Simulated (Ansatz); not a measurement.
# P on Pd(111): change of the work function

Aim: the work function of Pd(111) at several coverages of P (fcc site), and the dipole that each adsorbate carries.

Program: Ansatz 0.2.0. Level of theory: plane-wave DFT, PBE, Ansatz PAW. Results are calculated unless marked as measured.

### Step 1. The structure

The cell holds 4 atoms: 4 Pd. Cell: a = 2.751 Å, b = 2.751 Å, c = 24.738 Å, α = 90.0°, β = 90.0°, γ = 60.0°. Vacuum lies along c.

### Step 2. The clean slab

The bare slab comes first, as the zero from which every change is counted. The two lowest layers are held at bulk places and the upper ones relax. The dipole correction removes the false field that a one-sided slab makes across the periodic vacuum, so each face gets a flat vacuum level of its own.

Contents of input.yaml:

```yaml
crystal:
  lattice:
    - [2.7506453788, 0.0, 0.0]
    - [1.3753226894, 2.3821287749, 0.0]
    - [0.0, 0.0, 24.7376776414]
  atoms:
    - { symbol: Pd, position: [0.0, 0.0, 0.3638174986] }
    - { symbol: Pd, position: [0.3333333333, 0.3333333333, 0.4546058329] }
    - { symbol: Pd, position: [0.6666666667, 0.6666666667, 0.5453941671] }
    - { symbol: Pd, position: [0.0, 0.0, 0.6361825014] }
kpoints:
  mp_grid: { grid: [12, 12, 1] }
hamiltonian:
  xc: pbe
scf:
  occupations: { method: fermi_dirac, width: 0.1 }
  convergence: { dr2_threshold: 1.0e-08 }
efield:
  axis: 3
  dipole_correction: true
  ramp_position: 0.97
  ramp_width: 0.06
relax:
  f_tol: 0.02
  max_steps: 60
  constraints: [{ sites: [0, 1] }]
output:
  write_potential: true
  write_density: true
  volumetric_format: npy
```

On the command line:

```bash
$ ansatz run input.yaml --threads 4 --pin off --max-ram 16384MiB --backend cpu --events-out ev --progress --plain --runs-dir out
```

Numbers of over 12 decimals in the logs are rounded to 6 here.

The log of the run:

```text
Engine: ansatz 0.2.0, aarch64-unknown-linux-gnu
Pseudopotentials: kind: paw
Pseudopotential: Pd, paw, valence charge 18, recommended cutoff 420 eV (normal), Pd.paw.azcp
Functional definition: PBE
  parameter kappa = 0.804
  parameter beta = 0.066725
  exchange = pbe_x(kappa = kappa, mu = beta*pi^2/3)
  correlation = pbe_c(beta = beta)
Crystal: 4 atoms, lattice volume = 162.091 Å³
Basis set: ecut = 420 eV, 3173 PW (Γ), exchange–correlation on 40×40×360 points (8 copies of the dense FFT grid, shifted against one another)
Bands: 44, of which v1, the nominal top of the filled ones, is band 36 counted from 1 (35 counted from 0)
Symmetry: 6 space group operations
k-points: 19 of 144 (time reversal used)
Non-local potential: Pd, projectors of the file, l = 0: 2, l = 1: 2, l = 2: 2, l = 3: 1
PAW form: soft (Blöchl's): semilocal exchange-correlation on the pseudo side does not see the compensation charge
PAW one-centre angular grid: Pd, 590 points (default); XC on 64 Gauss nodes
Initial density: superposition of atomic densities (neutral atoms: chi_scale 0, normalization atom), corrected by the library's trained network
Initial wavefunctions: pseudopotential atomic-orbital guess
Functional: x = pbe(κ = 0.804, μ = 0.219515), c = pbe(β = 0.066725)
SCF iter   1: F=—  HF=-27890.455168 eV  |F-HF|=—  |Δ(HF+E_count)|=         —  Δρ=1.07e-2  dr2=1.28e0  ethr=1.77e-3  p=0.000 e·Å  D=6.33e-14 V/Å  ΔV_dip=-0.00 eV  dr2_dipole=3.98e-8  V_vac-E_F(+/−)=4.91/4.91 eV  ⟨swp⟩=8.8  Hψ=3801  notcnv=0  defer=5
efield: sawtooth ramp at fractional position 0.9700 (set: `efield.ramp_position`, or a place that a band, a saddle search or an elastic batch's reference lends), width 0.0600; the density the first Hamiltonian is built on has a dipole p = 0.000 e·Å; the dipole correction subtracts the counter field D = 6.33e-14 V/Å, which shifts the + side's vacuum level by -0.00 eV against the − side's; the planar-averaged density in the ramp window peaks in size at 1.0e-5 e/Å³
preconditioner: auto → LDOS  [metal: Δε(μ)=0.013 eV  Ē_g=7.392 eV  σ=0.100 eV  W_gap=0.03  n_scr=18 (ndim 8)  ℏωp=18.4 eV  f_vac=0.591  D(μ)=8.60/eV (n_scr^D=102)  β→1.0]
SCF iter   2: F=—  HF=-27890.433596 eV  |F-HF|=—  |Δ(HF+E_count)|=   2.16e-2  Δρ=7.31e-3  dr2=1.75e-1  ethr=1.77e-3  p=0.000 e·Å  D=1.46e-6 V/Å  ΔV_dip=-0.00 eV  dr2_dipole=8.34e-8  V_vac-E_F(+/−)=5.24/5.24 eV  ⟨swp⟩=2.3  Hψ=1056  notcnv=0  defer=19
SCF iter   3: F=—  HF=-27890.425873 eV  |F-HF|=—  |Δ(HF+E_count)|=   7.72e-3  Δρ=2.98e-3  dr2=1.13e-1  ethr=2.44e-4  p=-0.000 e·Å  D=-3.12e-6 V/Å  ΔV_dip=0.00 eV  dr2_dipole=6.87e-8  V_vac-E_F(+/−)=5.17/5.17 eV  ⟨swp⟩=2.2  Hψ=1106  notcnv=0  defer=23
SCF iter   4: F=—  HF=-27890.422750 eV  |F-HF|=—  |Δ(HF+E_count)|=   3.12e-3  Δρ=6.69e-4  dr2=1.33e-3  ethr=1.57e-4  p=-0.000 e·Å  D=-9.11e-6 V/Å  ΔV_dip=0.00 eV  dr2_dipole=1.17e-8  V_vac-E_F(+/−)=5.25/5.25 eV  ⟨swp⟩=1.6  Hψ=832  notcnv=0  defer=23
SCF iter   5: F=—  HF=-27890.423193 eV  |F-HF|=—  |Δ(HF+E_count)|=   4.43e-4  Δρ=1.74e-4  dr2=5.12e-5  ethr=1.85e-6  p=-0.000 e·Å  D=-1.21e-6 V/Å  ΔV_dip=0.00 eV  dr2_dipole=2.43e-10  V_vac-E_F(+/−)=5.25/5.25 eV  ⟨swp⟩=2.1  Hψ=1258  notcnv=0  defer=23
SCF iter   6: F=—  HF=-27890.423233 eV  |F-HF|=—  |Δ(HF+E_count)|=   3.95e-5  Δρ=4.92e-5  dr2=8.06e-6  ethr=7.11e-8  p=-0.000 e·Å  D=-9.74e-7 V/Å  ΔV_dip=0.00 eV  dr2_dipole=6.60e-11  V_vac-E_F(+/−)=5.24/5.24 eV  ⟨swp⟩=2.5  Hψ=1397  notcnv=0  defer=23
SCF iter   7: F=—  HF=-27890.423234 eV  |F-HF|=—  |Δ(HF+E_count)|=   1.15e-6  Δρ=1.81e-5  dr2=4.03e-7  ethr=1.12e-8  p=-0.000 e·Å  D=-6.48e-7 V/Å  ΔV_dip=0.00 eV  dr2_dipole=1.00e-11  V_vac-E_F(+/−)=5.24/5.24 eV  ⟨swp⟩=3.2  Hψ=1510  notcnv=0  defer=20
SCF iter   8: F=—  HF=-27890.423235 eV  |F-HF|=—  |Δ(HF+E_count)|=   1.67e-6  Δρ=6.07e-6  dr2=5.44e-8  ethr=5.59e-10  p=-0.000 e·Å  D=-2.98e-7 V/Å  ΔV_dip=0.00 eV  dr2_dipole=2.98e-13  V_vac-E_F(+/−)=5.24/5.24 eV  ⟨swp⟩=2.6  Hψ=1458  notcnv=0  defer=20
SCF iter   9: F=-27890.423236 eV  HF=-27890.423236 eV  |F-HF|=1.10e-8  |Δ(HF+E_count)|=   2.61e-7  Δρ=1.39e-6  dr2=5.24e-9  ethr=1.39e-11  p=-0.000 e·Å  D=-1.17e-7 V/Å  ΔV_dip=0.00 eV  dr2_dipole=1.01e-13  V_vac-E_F(+/−)=5.24/5.24 eV  ⟨swp⟩=9.9  Hψ=5869  notcnv=0
SCF 1 converged in 9 iterations: F = -27890.423236 eV  dr2 = 5.24e-9
  greatest PAW one-centre occupation: 0.999 electrons in one spin orbital (limit 2), on the Pd atom at site 3 (counted from 0), in its partial waves of l = 0
relax step   1: F+E_penalty+E_count = -27890.42323570 eV  Δ(F+E_penalty+E_count) = +0.000e0 eV  max|allowed force component| = 3.166e-1 eV/Å  Δτ_max = 0.0000 Å  (9 SCF iters, accepted)
Initial density: handed on by an earlier stage of this run
Initial wavefunctions: those handed on with the density
iter 1 solved again at ethr=2.12e-4 eV; its pass at ethr=3.10e-3 eV (dr2=1.53e-1 eV) is discarded
SCF iter   1: F=—  HF=-27890.473008 eV  |F-HF|=—  |Δ(HF+E_count)|=         —  Δρ=1.03e-2  dr2=1.69e-1  ethr=2.12e-4  p=-0.000 e·Å  D=-1.13e-6 V/Å  ΔV_dip=0.00 eV  dr2_dipole=2.24e-3  V_vac-E_F(+/−)=5.27/5.27 eV  ⟨swp⟩=1.9  Hψ=3276  notcnv=0  defer=23
efield: sawtooth ramp at fractional position 0.9700 (set: `efield.ramp_position`, or a place that a band, a saddle search or an elastic batch's reference lends), width 0.0600; the density the first Hamiltonian is built on has a dipole p = -0.000 e·Å; the dipole correction subtracts the counter field D = -1.13e-6 V/Å, which shifts the + side's vacuum level by +0.00 eV against the − side's; the planar-averaged density in the ramp window peaks in size at 5.9e-6 e/Å³
preconditioner: auto → LDOS  [metal: Δε(μ)=0.027 eV  Ē_g=7.480 eV  σ=0.100 eV  W_gap=0.07  n_scr=18 (ndim 8)  ℏωp=18.4 eV  f_vac=0.586  D(μ)=8.63/eV (n_scr^D=102)  β→1.0]
SCF iter   2: F=—  HF=-27890.485252 eV  |F-HF|=—  |Δ(HF+E_count)|=   1.22e-2  Δρ=8.04e-3  dr2=2.31e-1  ethr=2.12e-4  p=0.009 e·Å  D=1.02e-2 V/Å  ΔV_dip=-0.25 eV  dr2_dipole=2.06e-2  V_vac-E_F(+/−)=5.00/5.25 eV  ⟨swp⟩=3.1  Hψ=1628  notcnv=0  defer=23
SCF iter   3: F=—  HF=-27890.436922 eV  |F-HF|=—  |Δ(HF+E_count)|=   4.83e-2  Δρ=1.43e-3  dr2=7.38e-3  ethr=2.12e-4  p=-0.000 e·Å  D=-2.15e-5 V/Å  ΔV_dip=0.00 eV  dr2_dipole=1.42e-3  V_vac-E_F(+/−)=5.26/5.25 eV  ⟨swp⟩=2.2  Hψ=1432  notcnv=0  defer=23
SCF iter   4: F=—  HF=-27890.436362 eV  |F-HF|=—  |Δ(HF+E_count)|=   5.60e-4  Δρ=7.26e-4  dr2=1.35e-3  ethr=1.03e-5  p=-0.000 e·Å  D=-2.56e-4 V/Å  ΔV_dip=0.01 eV  dr2_dipole=1.69e-4  V_vac-E_F(+/−)=5.26/5.25 eV  ⟨swp⟩=2.6  Hψ=1517  notcnv=0  defer=23
[...]
SCF iter   9: F=—  HF=-27890.436094 eV  |F-HF|=—  |Δ(HF+E_count)|=   1.66e-6  Δρ=6.83e-6  dr2=2.04e-7  ethr=3.69e-9  p=-0.001 e·Å  D=-1.18e-3 V/Å  ΔV_dip=0.03 eV  dr2_dipole=1.91e-9  V_vac-E_F(+/−)=5.28/5.25 eV  ⟨swp⟩=1.6  Hψ=936  notcnv=0  defer=23
SCF iter  10: F=—  HF=-27890.436094 eV  |F-HF|=—  |Δ(HF+E_count)|=   1.41e-7  Δρ=2.36e-6  dr2=2.45e-8  ethr=2.83e-10  p=-0.001 e·Å  D=-1.18e-3 V/Å  ΔV_dip=0.03 eV  dr2_dipole=5.00e-10  V_vac-E_F(+/−)=5.28/5.25 eV  ⟨swp⟩=1.9  Hψ=1008  notcnv=0  defer=23
SCF iter  11: F=-27890.436094 eV  HF=-27890.436094 eV  |F-HF|=3.60e-9  |Δ(HF+E_count)|=   2.10e-8  Δρ=9.21e-7  dr2=4.42e-9  ethr=1.39e-11  p=-0.001 e·Å  D=-1.17e-3 V/Å  ΔV_dip=0.03 eV  dr2_dipole=6.45e-12  V_vac-E_F(+/−)=5.28/5.25 eV  ⟨swp⟩=9.1  Hψ=5455  notcnv=0
SCF 2 converged in 11 iterations: F = -27890.436094 eV  dr2 = 4.42e-9
  greatest PAW one-centre occupation: 0.999 electrons in one spin orbital (limit 2), on the Pd atom at site 0 (counted from 0), in its partial waves of l = 0
relax step   2: F+E_penalty+E_count = -27890.43609399 eV  Δ(F+E_penalty+E_count) = -1.286e-2 eV  max|allowed force component| = 1.195e-1 eV/Å  Δτ_max = 0.1491 Å  (11 SCF iters, accepted)
SCF iter   1: F=—  HF=-27890.441862 eV  |F-HF|=—  |Δ(HF+E_count)|=         —  Δρ=3.46e-3  dr2=5.32e-2  ethr=1.86e-4  p=-0.001 e·Å  D=-1.17e-3 V/Å  ΔV_dip=0.03 eV  dr2_dipole=1.25e-2  V_vac-E_F(+/−)=5.27/5.24 eV  ⟨swp⟩=3.7  Hψ=1882  notcnv=0  defer=23
efield: sawtooth ramp at fractional position 0.9700 (set: `efield.ramp_position`, or a place that a band, a saddle search or an elastic batch's reference lends), width 0.0600; the density the first Hamiltonian is built on has a dipole p = -0.001 e·Å; the dipole correction subtracts the counter field D = -1.17e-3 V/Å, which shifts the + side's vacuum level by +0.03 eV against the − side's; the planar-averaged density in the ramp window peaks in size at 4.1e-6 e/Å³
preconditioner: auto → LDOS  [metal: Δε(μ)=0.005 eV  Ē_g=7.445 eV  σ=0.100 eV  W_gap=0.01  n_scr=18 (ndim 8)  ℏωp=18.4 eV  f_vac=0.586  D(μ)=8.75/eV (n_scr^D=102)  β→1.0]
SCF iter   2: F=—  HF=-27890.442574 eV  |F-HF|=—  |Δ(HF+E_count)|=   7.12e-4  Δρ=2.46e-3  dr2=2.49e-2  ethr=7.39e-5  p=-0.004 e·Å  D=-4.16e-3 V/Å  ΔV_dip=0.10 eV  dr2_dipole=3.71e-3  V_vac-E_F(+/−)=5.35/5.25 eV  ⟨swp⟩=2.0  Hψ=1476  notcnv=0  defer=23
SCF iter   3: F=—  HF=-27890.438246 eV  |F-HF|=—  |Δ(HF+E_count)|=   4.33e-3  Δρ=5.40e-4  dr2=2.62e-3  ethr=3.45e-5  p=-0.001 e·Å  D=-7.90e-4 V/Å  ΔV_dip=0.02 eV  dr2_dipole=6.99e-4  V_vac-E_F(+/−)=5.27/5.25 eV  ⟨swp⟩=2.0  Hψ=1237  notcnv=0  defer=23
SCF iter   4: F=—  HF=-27890.438154 eV  |F-HF|=—  |Δ(HF+E_count)|=   9.19e-5  Δρ=2.67e-4  dr2=2.39e-4  ethr=3.64e-6  p=-0.001 e·Å  D=-8.37e-4 V/Å  ΔV_dip=0.02 eV  dr2_dipole=2.30e-5  V_vac-E_F(+/−)=5.27/5.25 eV  ⟨swp⟩=2.1  Hψ=1201  notcnv=0  defer=23
SCF iter   5: F=—  HF=-27890.438115 eV  |F-HF|=—  |Δ(HF+E_count)|=   3.93e-5  Δρ=6.91e-5  dr2=2.80e-5  ethr=3.32e-7  p=-0.001 e·Å  D=-7.61e-4 V/Å  ΔV_dip=0.02 eV  dr2_dipole=4.25e-6  V_vac-E_F(+/−)=5.27/5.25 eV  ⟨swp⟩=2.0  Hψ=1164  notcnv=0  defer=23
SCF iter   6: F=—  HF=-27890.438114 eV  |F-HF|=—  |Δ(HF+E_count)|=   9.50e-7  Δρ=3.89e-5  dr2=5.54e-6  ethr=3.89e-8  p=-0.001 e·Å  D=-7.43e-4 V/Å  ΔV_dip=0.02 eV  dr2_dipole=8.65e-8  V_vac-E_F(+/−)=5.27/5.25 eV  ⟨swp⟩=2.1  Hψ=1071  notcnv=0  defer=23
SCF iter   7: F=—  HF=-27890.438111 eV  |F-HF|=—  |Δ(HF+E_count)|=   3.36e-6  Δρ=2.05e-5  dr2=2.14e-6  ethr=7.70e-9  p=-0.001 e·Å  D=-7.64e-4 V/Å  ΔV_dip=0.02 eV  dr2_dipole=1.72e-12  V_vac-E_F(+/−)=5.27/5.25 eV  ⟨swp⟩=1.5  Hψ=905  notcnv=0  defer=23
SCF iter   8: F=—  HF=-27890.438111 eV  |F-HF|=—  |Δ(HF+E_count)|=   1.22e-7  Δρ=8.82e-6  dr2=3.83e-7  ethr=2.97e-9  p=-0.001 e·Å  D=-7.82e-4 V/Å  ΔV_dip=0.02 eV  dr2_dipole=8.94e-11  V_vac-E_F(+/−)=5.27/5.25 eV  ⟨swp⟩=1.6  Hψ=876  notcnv=0  defer=23
SCF iter   9: F=—  HF=-27890.438111 eV  |F-HF|=—  |Δ(HF+E_count)|=   1.20e-7  Δρ=2.88e-6  dr2=3.25e-8  ethr=5.32e-10  p=-0.001 e·Å  D=-7.82e-4 V/Å  ΔV_dip=0.02 eV  dr2_dipole=1.32e-10  V_vac-E_F(+/−)=5.27/5.25 eV  ⟨swp⟩=1.4  Hψ=891  notcnv=0  defer=23
SCF iter  10: F=-27890.438111 eV  HF=-27890.438111 eV  |F-HF|=9.09e-9  |Δ(HF+E_count)|=   6.31e-8  Δρ=1.12e-6  dr2=4.80e-9  ethr=1.39e-11  p=-0.001 e·Å  D=-7.77e-4 V/Å  ΔV_dip=0.02 eV  dr2_dipole=2.32e-11  V_vac-E_F(+/−)=5.27/5.25 eV  ⟨swp⟩=9.2  Hψ=5451  notcnv=0
SCF 3 converged in 10 iterations: F = -27890.438111 eV  dr2 = 4.80e-9
relax step   3: F+E_penalty+E_count = -27890.43811104 eV  Δ(F+E_penalty+E_count) = -2.017e-3 eV  max|allowed force component| = 1.002e-2 eV/Å  Δτ_max = 0.0431 Å  (10 SCF iters, accepted)
NSCF: frozen V_eff on 19 k-points
the band table was solved once a step of the walk had ended and its energy, with any forces and stress, was formed, with the checks that follow a solve (4651 applications of the Hamiltonian). They found nothing against the state; the energy, forces and stress were not computed again (output.eigenvalues in the input reference)
WARN: The input density's exchange-correlation potential varies sharply where the density is thin. Do not read a vacuum level from v_tot or v_xc, or from such a field of the output density. On a cell that repeats whose density bears no net charge and no dipole along the vacuum's axis use v_es (v_loc + v_h of the components); under efield.dipole_correction with no amplitude use v_es + v_field, which holds any external [...]
SCF converged after 10 iterations
Free energy (F): -27890.438111 eV
Harris-Foulkes:  -27890.438111 eV  (|F-HF|=9.09e-9)
Internal energy: -27890.160758 eV  (E = F + TS)
E sigma→0 (E₀):  -27890.299434 eV
Entropy (-TS):   -0.277353 eV (-69.338 meV/atom)
Fermi energy:    3.865219 eV
Dipole field:    D = -0.000784 V/Å  (p = -0.000703 e·Å, saw-weighted, corrected)
Work function:   Φ+ = 5.2682 eV   Φ− = 5.2488 eV
Levels:          The Fermi level and band energies are counted from a zero that moves with the ramp; work functions are not
--- Per-component energies (eV) ---
  E_band       = -1676.700701
  E_kinetic    = 2053.458324
  E_local      = -127765.328557  (includes V_loc(G=0)·N_el)
  E_nonlocal   = 869.748791
  E_hartree    = 62664.014762
  E_xc         = -672.789627
  E_vxc        = -843.766960  (∫ρ·V_xc dr)
  E_paw        = -15001.631602  (= ΣΔE_a)
  E_vpaw       = -1318.850886  (= ΣTr[D̂ρ^β])
  E_aug_tail   = 0.000881  (compensation charges beyond the density's cutoff)
  E_efield     = 0.000000  (sawtooth field / dipole correction)
  E_vefield    = 0.002175  (∫n·V_field dr)
  E_ewald      = 49962.366270
  E_smearing   = -0.277353  (= −TS)
  E_closure    = -0.000000  (closes the sum)
  Σ components = -27890.438111   (vs F -27890.438111, Δ=0.00e0)
--- Forces (eV/Å), atoms counted from 1 ---
  atom   1  Pd     0.00000000    -0.00000000    -0.31322260
  atom   2  Pd    -0.00000000    -0.00000000     0.30972277
  atom   3  Pd     0.00000000     0.00000000    -0.00649868
  atom   4  Pd     0.00000000     0.00000000     0.01001665
  max |Σ_I F_I| component: 1.81e-5 eV/Å
--- Band table (eV; the first three rows and the last of 19) ---
  k-point 0: bands = [... 32 lower, 2.6989, 2.9476, 2.9476, 3.4679, 3.4679, 3.7710, 3.7710, 4.2819, ... 4 higher]
  k-point 1: bands = [... 32 lower, 2.6192, 2.9508, 2.9602, 3.1225, 3.4642, 3.5262, 3.7785, 4.8762, ... 4 higher]
  k-point 2: bands = [... 32 lower, 2.5130, 2.5291, 2.9094, 2.9320, 3.4494, 3.7948, 4.0102, 5.8227, ... 4 higher]
  k-point 18: bands = [... 32 lower, 3.3435, 3.5770, 3.6104, 3.6222, 10.1875, 10.3728, 10.3815, 11.0947, ... 4 higher]
--- Relaxed structure (3 steps of the walk, 3 accepted, 0 SCFs on fresh bases) ---
  F+E_penalty+E_count = -27890.43811104 eV   max|allowed force component| = 1.002e-2 eV/Å
  atoms:
    - { symbol: Pd, position: [0.0, 0.0, 0.3638174986] }
    - { symbol: Pd, position: [0.333333, 0.333333, 0.454606] }
    - { symbol: Pd, position: [0.666667, 0.666667, 0.547339] }
    - { symbol: Pd, position: [0, 0, 0.640465] }
```

Wall time 11 s (4 threads of Arm Neoverse V1, shared host); peak memory 0.48 GiB.

Step by step:

```csv
step,energy less that of the first step (eV),largest force component (eV/Å)
1,0.0000,0.3166
2,-0.0129,0.1195
3,-0.0149,0.0100
```

The run keeps the 6 symmetry operations that it works with, so distortions that break them were not tested.

The atoms that moved most (Å):

| atom | dx | dy | dz | length |
| --- | --- | --- | --- | --- |
| Pd4 | 0.000 | 0.000 | 0.106 | 0.106 |
| Pd3 | 0.000 | 0.000 | 0.048 | 0.048 |

Final coordinates:

```cif
data_structure
_symmetry_space_group_name_H-M 'P 1'
_symmetry_Int_Tables_number 1
_cell_length_a 2.7506
_cell_length_b 2.7506
_cell_length_c 24.7377
_cell_angle_alpha 90.000
_cell_angle_beta 90.000
_cell_angle_gamma 60.000
_cell_volume 162.09
loop_
_atom_site_label
_atom_site_type_symbol
_atom_site_fract_x
_atom_site_fract_y
_atom_site_fract_z
_atom_site_occupancy
Pd1 Pd 0.00000 0.00000 0.36382 1
Pd2 Pd 0.33333 0.33333 0.45461 1
Pd3 Pd 0.66667 0.66667 0.54734 1
Pd4 Pd 0.00000 0.00000 0.64047 1
```

Numbers from this step:

| Item | Value |
| --- | --- |
| energy at zero smearing | -27890.2994 eV |
| work function, upper face | 5.268 eV |
| dipole along the normal | -7.03e-4 e·Å |

Running mean over 2.246 Å of the planar mean; the ramp of the sawtooth is left out. Electron's electrostatic potential energy less the Fermi level against z:

z (Å), electron's electrostatic potential energy less the Fermi level (eV) and a bar from the least value:
```
      3.5       5.25 ##############################
      4.0       5.25 ##############################
      4.5       5.25 ##############################
      5.0       5.25 ##############################
      5.5       5.23 ##############################
      6.0       5.19 ##############################
      6.5       5.04 #############################
      7.0       4.40 ############################
      7.5       1.79 ######################
      8.0      -3.11 ############
      8.5      -7.03 ###
      9.0      -8.25 #
      9.5      -8.43 
     10.0      -8.48 
     10.5      -8.52 
     11.0      -8.56 
     11.5      -8.51 
     12.0      -8.24 #
     12.5      -8.12 #
     13.0      -8.35 
     13.5      -8.50 
     14.0      -8.28 #
     14.5      -7.92 #
     15.0      -7.94 #
     15.5      -8.20 #
     16.0      -8.01 #
     16.5      -6.08 #####
     17.0      -1.45 ###############
     17.5       2.94 #########################
     18.0       4.73 #############################
     18.5       5.13 ##############################
     19.0       5.23 ##############################
     19.5       5.26 ##############################
     20.0       5.27 ##############################
     20.5       5.27 ##############################
     21.0       5.27 ##############################
     21.5       5.27 ##############################
```

The relaxation took 3 steps and lowered the energy by 0.015 eV; the largest force on the free atoms ends at 0.010 eV/Å.

The work function of the upper face is 5.27 eV.

(Continued in part 2 of 4.)

[Logs are printed without paths, hosts, clocks, repeated set-up lines and the standing remarks that a program may print on its own settings, such as how far it seeks lower states.]

[Hosts, paths, dates, database ids (printed as entryN), source tags and the programs' standing remarks are cut or masked in the printed files.]

[Maps of the electrostatic potential energy from Ansatz leave out the sawtooth potential of an applied field or a dipole correction, so their vacuum need not be flat; planar profiles and work functions include it.]
